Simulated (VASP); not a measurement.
Here is a VASP 6.6.1 calculation.

The input INCAR:

```
SYSTEM = Pt
PREC = Accurate ; ENCUT = 520
EDIFF = 1E-6 ; ISMEAR = 0
SIGMA = 0.1 ; LREAL = .FALSE.
LASPH = .TRUE. ; NELM = 80
ALGO = Normal ; ISIF = 2
LWAVE = .FALSE. ; LCHARG = .TRUE.
GGA = PS ; LELF = .TRUE.
LVHAR = .TRUE.
```

Contents of KPOINTS:

```
Automatic mesh
0
G
  18 18 18
  0 0 0
```

The input POSCAR:

```
Pt
1.0
    0.0000000000      1.9715751800      1.9715751800
    1.9715751800      0.0000000000      1.9715751800
    1.9715751800      1.9715751800      0.0000000000
Pt
1
Direct
    0.0000000000      0.0000000000      0.0000000000
```

Potentials or basis: VASP PAW PBE potentials, release 64 (Pt).

Command:

```bash
$ cat potpaw_PBE.64/Pt/POTCAR > POTCAR
$ mpirun -np 1 vasp_std > vasp.out
```

(1) What does it give for the band gap on the k mesh?

(2) Estimate the pressure.

## Answers

(1) none (metal or under the smearing width).

(2) -5.6 GPa.

Caveat: the PAW data sets were made with another functional, which shifts forces and pressure a little.
